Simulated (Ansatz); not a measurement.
# InSe (C2/m), a vibration from a frozen displacement

Method: DFT PBEsol, scalar-relativistic, plane waves, PAW in Ansatz. Settings: plane waves to 420 eV, k-mesh 8×8×6 (Γ-centred), Gaussian smearing 0.05 eV. No spin polarisation. Energies are free energies at this smearing, counted from the undisturbed cell; pressure is positive in compression.

The undisturbed cell (relaxed at this level; this form isn't the usual structure):

```xyz
4
Lattice="5.8749 -2.0553 -0.0053 5.8749 2.0553 -0.0053 -1.6051 0.0000 4.2721" Properties=species:S:1:pos:R:3 pbc="T T T"
In   10.3614    0.0000    0.1147
In   -0.2167    0.0000    4.1468
Se    6.6696    0.0000    2.7165
Se    3.4751    0.0000    1.5450
```

Atom 1 (In) is moved by x along the Cartesian unit vector (0.000, 0.000, 1.000); the cell and all other atoms stay fixed. The cell's volume is 103.13 Å³; the moved atoms weigh 114.818 u together and the others 272.760 u.

```csv
x (Å),ΔE (meV/cell),total force on the moved atoms along the move (eV/Å),pressure (GPa)
-0.1000,19.37,0.3823,-0.0668
-0.0800,12.46,0.3084,-0.0665
-0.0600,7.04,0.2331,-0.0595
-0.0400,3.14,0.1565,-0.0459
-0.0200,0.79,0.0787,-0.0257
0.0000,0.00,-0.0002,0.0009
0.0400,3.20,-0.1605,0.0734
0.0600,7.22,-0.2417,0.1191
0.0800,12.87,-0.3234,0.1710
0.1000,20.16,-0.4055,0.2290
```

What frequency belongs to this motion?

The force constant is k = −dF/dx = 3.966 eV/Å², from the parabola through x = -0.0200, 0 and 0.0400. In every cell the moved atoms swing against the rest, so the mass is μ = m₁m₂/(m₁ + m₂) = 80.804 u, and ν̃ = 521.5 cm⁻¹ × √(|k|/μ) = 116 cm⁻¹. The pattern needn't be a normal mode: ν̃² is then a weighted mean of the squared nonzero frequencies at the zone centre of this cell, taken without macroscopic field, so it lies between the lowest and the highest of them.

How far does the harmonic law reach?

At x = -0.100 Å, kx²/2 = 19.83 meV against the computed 19.37 meV (-2.3 %): the well is still close to harmonic there.

Cost: 10 runs of about 5.5 core-minutes in all, on Intel Xeon Processor @ 2.70GHz (shared hosts).

The restoring force shows a well that is stiffer towards positive x: at 0.1000 Å the energy is 20.16 meV, against 19.37 meV on the opposite side. The geometry suggests why. The displaced In is bonded to one In and three Se, and the move runs almost perpendicular to the In–In bond, so it mainly bends that bond while straining the In–Se bonds. Going up shortens two In–Se bonds and lengthens one; going down does the reverse, and short-range repulsion rises faster than bonding attraction weakens.

The pressure has a clear linear part, which only the fully symmetric share of the motion can supply. Moving one In of an inversion-related pair mixes even and odd vibrations, so 116 cm⁻¹ shouldn't be assigned to a single Raman or infrared line. The additional upward curvature of the pressure means that this motion stiffens on compression, as is usual for bond-straining vibrations. A positive force constant along this one direction doesn't establish dynamical stability, since a soft mode could be hidden in the average or lie away from the zone centre.
